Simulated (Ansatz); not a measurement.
# Zr2COS MXene bilayer (AA) in a perpendicular field, part 2 of 2

Wanted: the out-of-plane response of the Zr2COS MXene bilayer (AA). A positive field points along +c.

Ansatz 0.2.0; plane-wave DFT, LDA, Ansatz PAW.

So far. Step 6 (Single point, field 0.5 V/Å): The dipole is 0.473 e·Å, 0.373 e·Å from its value without field. Step 7 (Atoms held, field -0.3 V/Å): The dipole is -0.123 e·Å, -0.223 e·Å from its value without field.

## (8) Response, atoms held (continued)

Electrons, planar mean, per unit field. Table of induced electron density by z:

| z (Å) | induced electron density (e/Å³ per V/Å) |
| --- | --- |
| 4.5 | 2.3e-6 |
| 5.0 | 8.2e-6 |
| 5.5 | 2.8e-5 |
| 6.0 | 9.8e-5 |
| 6.5 | 3.1e-4 |
| 7.0 | 9.1e-4 |
| 7.5 | 0.00220 |
| 8.0 | 0.00361 |
| 8.5 | 0.00251 |
| 9.0 | 0.00100 |
| 9.5 | 7.5e-4 |
| 10.0 | -5.2e-4 |
| 10.5 | -4.0e-4 |
| 11.0 | 9.5e-5 |
| 11.5 | 1.3e-4 |
| 12.0 | 4.1e-4 |
| 12.5 | -1.7e-4 |
| 13.0 | -2.2e-4 |
| 13.5 | -1.9e-5 |
| 14.0 | -6.2e-4 |
| 14.5 | -3.0e-4 |
| 15.0 | 7.8e-5 |
| 15.5 | 5.7e-4 |
| 16.0 | 3.5e-4 |
| 16.5 | 2.1e-4 |
| 17.0 | 2.7e-7 |
| 17.5 | -3.2e-4 |
| 18.0 | -6.2e-5 |
| 18.5 | 2.8e-4 |
| 19.0 | -3.0e-5 |
| 19.5 | -2.7e-5 |
| 20.0 | -6.5e-4 |
| 20.5 | -1.3e-4 |
| 21.0 | -2.3e-4 |
| 21.5 | -0.00183 |
| 22.0 | -0.00268 |
| 22.5 | -0.00308 |
| 23.0 | -0.00153 |
| 23.5 | -5.6e-4 |
| 24.0 | -1.8e-4 |
| 24.5 | -5.2e-5 |
| 25.0 | -1.5e-5 |
| 25.5 | -4.2e-6 |
| 26.0 | -1.2e-6 |

By hand: between -0.1 and 0.1 V/Å the dipole changes by 0.1475 e·Å, a slope of 0.7374 e·Å²/V. A perfect conductor of thickness t has p = ε₀AEt, so t = 180.95 × 0.7374 / 9.663 = 13.81 Å (e/ε₀ = 180.95 V·Å, A in Å²).

The induced dipole is that of a conductor 13.81 Å thick.

## (9) The same run with other settings: efield.amplitude = -0.05

This step: plane-wave DFT, LDA, Ansatz PAW (Ansatz 0.2.0).

A run with a changed input: it repeats the earlier run at 0.1 V/Å with efield.amplitude from 0.1 to -0.05.

input.yaml reads:

```yaml
crystal:
  lattice:
    - [3.340399165, 0.0, 0.0]
    - [-1.6701995825, 2.8928705357, 0.0]
    - [0.0, 0.0, 30.5859266937]
  atoms:
    - { symbol: S, position: [0.3333333333, 0.6666666667, 0.2942529775] }
    - { symbol: Zr, position: [0.6666666667, 0.3333333333, 0.3470546228] }
    - { symbol: C, position: [0.0, 0.0, 0.3885087703] }
    - { symbol: Zr, position: [0.3333333333, 0.6666666667, 0.435643473] }
    - { symbol: O, position: [0.6666666667, 0.3333333333, 0.4600142747] }
    - { symbol: S, position: [0.3333333333, 0.6666666667, 0.5372360951] }
    - { symbol: Zr, position: [0.6666666667, 0.3333333333, 0.5899394764] }
    - { symbol: C, position: [0.0, 0.0, 0.6321342716] }
    - { symbol: Zr, position: [0.3333333333, 0.6666666667, 0.6774885532] }
    - { symbol: O, position: [0.6666666667, 0.3333333333, 0.7057470225] }
kpoints:
  mp_grid: { grid: [18, 18, 1] }
  band_path:
    path: [[0, 0, 0], [0.5, 0, 0], [0.33333333, 0.33333333, 0], [0, 0, 0]]
    npoints: 16
hamiltonian:
  xc: lda
scf:
  occupations: { method: fermi_dirac, width: 0.02585 }
  convergence: { dr2_threshold: 1.0e-10 }
efield:
  axis: 3
  dipole_correction: true
  ramp_position: 0.97
  ramp_width: 0.06
  amplitude: -0.05
output:
  write_potential: true
  write_density: true
  volumetric_format: npy
```

Command:

```console
> ansatz run input.yaml --threads 4 --pin off --max-ram 6144MiB --backend cpu --events-out ev --progress --plain --runs-dir out
```

The job ended after 25 s (4 threads of Intel Xeon Platinum 8488C (Sapphire Rapids), shared host; peak memory 1 GiB).

This step gave:

```yaml
energy_at_zero_smearing: -19657.7407 eV
dipole_along_the_normal: 0.06318 e·Å
```

Electronic bands along the path, in eV, zero at the Fermi level:

| point | band 37 | band 38 | band 39 | band 40 | band 41 | band 42 | band 43 | band 44 |
| --- | --- | --- | --- | --- | --- | --- | --- | --- |
| Γ | 0.01 | 0.01 | 0.65 | 0.65 | 1.10 | 1.10 | 1.33 | 1.65 |
| halfway | -1.38 | -1.03 | -0.66 | -0.45 | 0.21 | 0.96 | 2.32 | 2.53 |
| M | -1.71 | -0.99 | -0.97 | -0.42 | -0.24 | 0.58 | 2.39 | 3.12 |
| halfway | -2.01 | -1.92 | -1.66 | -1.15 | 0.81 | 1.49 | 2.55 | 2.61 |
| K | -2.24 | -2.21 | -1.86 | -1.55 | 1.67 | 1.93 | 2.11 | 2.73 |
| halfway | -1.56 | -1.49 | -1.31 | -0.66 | 0.99 | 1.42 | 1.65 | 2.08 |
| Γ | 0.01 | 0.01 | 0.65 | 0.65 | 1.10 | 1.10 | 1.33 | 1.65 |

| quantity | this run | earlier run | difference |
| --- | --- | --- | --- |
| dipole along the normal (e·Å) | 0.06318 | 0.1738 | -0.11 |

The applied field differs, and the slope found earlier predicts a dipole of 0.0632 e·Å; this run gives 0.0632 e·Å, in line with it.

## (10) The same run with other settings: scf.n_extra_bands = 1

Another changed input: it repeats the earlier run at 0.1 V/Å with scf.n_extra_bands to 1.

input.yaml, as its differences from that of step 9:

```diff
@@ -26,2 +26,3 @@
   convergence: { dr2_threshold: 1.0e-10 }
+  n_extra_bands: 1
 efield:
@@ -31,3 +32,3 @@
   ramp_width: 0.06
-  amplitude: -0.05
+  amplitude: 0.1
 output:
```

Run time: 21 s. Hardware: 4 threads; peak memory 0.95 GiB.

Numbers from this step:

```
energy at zero smearing : -19657.7585 eV
dipole along the normal : 0.1738 e·Å
```

The electronic bands at the labelled points (eV, zero at the Fermi level):

| point | band 37 | band 38 | band 39 | band 40 | band 41 |
| --- | --- | --- | --- | --- | --- |
| Γ | 0.01 | 0.01 | 0.60 | 0.60 | 1.10 |
| halfway | -1.39 | -1.03 | -0.71 | -0.50 | 0.21 |
| M | -1.71 | -1.04 | -0.98 | -0.47 | -0.23 |
| halfway | -2.05 | -1.93 | -1.70 | -1.20 | 0.82 |
| K | -2.29 | -2.22 | -1.92 | -1.59 | 1.67 |
| halfway | -1.59 | -1.52 | -1.34 | -0.71 | 0.99 |
| Γ | 0.01 | 0.01 | 0.60 | 0.60 | 1.10 |

| quantity | this run | earlier run | difference |
| --- | --- | --- | --- |
| dipole along the normal (e·Å) | 0.1738 | 0.1738 | 3.7e-6 |

The dipole moves by under 0.5 % or 5e-5 e·Å.

## (11) What came out

| Property | Result |
| --- | --- |
| gap without field | none |
| work function, upper face | 4.82 eV |
| step between the vacuum levels | -1.87 eV |
| equivalent conductor thickness, atoms held | 13.8 Å |

What this shows: The induced dipole equals that of a perfect conductor 13.81 Å thick, while the outer atoms lie 12.59 Å apart. The two faces differ: the vacuum level above lies 1.87 eV lower than the one below. There is no gap over 0.03 eV, with or without the field. The main runs have no spin polarisation; a magnetic state could lie lower and would change these results. Spin-orbit coupling is left out. The MXene's terminations sit over the metal atoms of its far layer; the site over carbon or nitrogen, which some compounds prefer, was not run.

[Long decimals in the printed logs are rounded to 6 places.]

[Logs are printed without paths, hosts, clocks, repeated set-up lines and the standing remarks that a program may print on its own settings, such as how far it seeks lower states.]

[Hosts, paths, dates, database ids (printed as entryN), source tags and the programs' standing remarks are cut or masked in the printed files.]

[Maps of the electrostatic potential energy from Ansatz leave out the sawtooth potential of an applied field or a dipole correction, so their vacuum need not be flat; planar profiles and work functions include it.]
